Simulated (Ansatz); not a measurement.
## ZrO₂, space group P4_2/nmc: an equation of state with a fit, step by step

Program: Ansatz 0.2.0 through its Python package.

Run as a notebook:

```python
import ansatz as az
import numpy as np
```

```python
VECTORS = np.array([
    [3.5961, 0.0, 0.0],
    [0.0, 3.5961, 0.0],
    [0.0, 0.0, 5.177],
])
SITES = [
    ('Zr', (0.0, 0.0, 0.0)),
    ('Zr', (0.5, 0.5, 0.5)),
    ('O', (0.0, 0.5, 0.203)),
    ('O', (0.0, 0.5, 0.703)),
    ('O', (0.5, 0.0, 0.297)),
    ('O', (0.5, 0.0, 0.797)),
]
```

```python
def make_crystal(cell):
    crystal = az.Crystal(lattice=az.Lattice.of(cell))
    for symbol, position in SITES:
        crystal = crystal.atom(symbol, position)
    return crystal
```

```python
volumes, energies = [], []
for scale in np.linspace(0.92, 1.08, 7):
    cell = VECTORS * scale ** (1 / 3)
    base = (
        make_crystal(cell).calculation()
        .functional('pbe')
        .basis(550)
        .occupations('fixed')
        .kpoints(6, 6, 4)
    )
    rep = base.run(threads=1).report
    volumes.append(abs(np.linalg.det(cell)) / len(SITES))
    energies.append(rep['free_energy_ev'] / len(SITES))
    print(f'V = {volumes[-1]:8.4f} A^3/atom  F = {energies[-1]:.5f} eV/atom')
```

    V =  10.2655 A^3/atom  F = -1774.54406 eV/atom
    V =  10.5630 A^3/atom  F = -1774.59105 eV/atom
    V =  10.8606 A^3/atom  F = -1774.62164 eV/atom
    V =  11.1581 A^3/atom  F = -1774.63793 eV/atom
    V =  11.4557 A^3/atom  F = -1774.64173 eV/atom
    V =  11.7532 A^3/atom  F = -1774.63464 eV/atom
    V =  12.0508 A^3/atom  F = -1774.61803 eV/atom

```python
x = np.array(volumes) ** (-2 / 3)
poly = np.polynomial.Polynomial.fit(x, energies, 3).convert()
roots = poly.deriv().roots()
x0 = min((r.real for r in roots if abs(r.imag) < 1e-9 and poly.deriv(2)(r.real) > 0), key=lambda r: abs(r - x.mean()))
v0 = x0 ** -1.5
b0 = 4 / 9 * poly.deriv(2)(x0) * v0 ** (-7 / 3) * 160.21766
b1 = 4 + 2 / 3 * x0 * poly.deriv(3)(x0) / poly.deriv(2)(x0)
print(f'V0 = {v0:.4f} A^3/atom, B0 = {b0:.1f} GPa, dB/dP = {b1:.2f}')
```

    V0 = 11.4047 A^3/atom, B0 = 229.8 GPa, dB/dP = 4.18

A third-order Birch-Murnaghan fit through the 7 points has its minimum at 11.40 Å³ an atom, 2.2 % above the typed cell, with a bulk modulus of 230 GPa and dB/dP = 4.2. From that minimum the energy rises by 97.8 meV an atom on the compressed side and 23.9 meV on the expanded side.

Reading the output:
- Total energies depend on the potentials; only differences at equal settings carry meaning.
- The run is spin-unpolarised.
- Shape and fractional positions are held along the curve, so the bulk modulus is an upper value where they are free to relax.
- This is a high-temperature or high-pressure form, not the ambient phase.
- The starting cell is as deposited in a crystallographic database; the results hold for this polymorph, which needn't be the stable one.
- Processor time in the engine: 16 s on 1 thread of Intel(R) Xeon(R) Processor @ 2.30GHz, on a shared host, peak memory 0.56 GiB.
